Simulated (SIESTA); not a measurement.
The system is Ru.

```
Ru
1.0
     2.70580    0.00000    0.00000
    -1.35290    2.34329    0.00000
     0.00000    0.00000    4.28190
Ru
2
Direct
  0.66667 0.33333 0.75000
  0.33333 0.66667 0.25000
```

Base run:

```yaml
Program: SIESTA 5.4.2
Functional: RPBE
Potentials_or_basis: PseudoDojo 0.4 standard (PBE files)
Basis: DZP (energy shift 0.002 Ry)
Grid_cutoff: 800 Ry
Energy_shift: 0.002 Ry
k_mesh: 11 × 11 × 6
Occupations: fermi-dirac, width 0.05 eV
Spin: no spin polarisation
```

Its results: band gap on the k mesh none (metal or under the smearing width); pressure 9.5 GPa.

Question: The run is repeated on the same cell with these changes: functional from RPBE to vdW-DF-cx. What comes out?

Answer: Band gap on the k mesh none (metal or under the smearing width); pressure -3.6 GPa.

Caveats: semicore shells carry a single zeta, which can move pressures by several GPa and volumes by a few percent; the potentials were made for another functional, which shifts forces and pressure; the basis of atomic orbitals isn't converged, which shifts pressures, moduli and gaps.
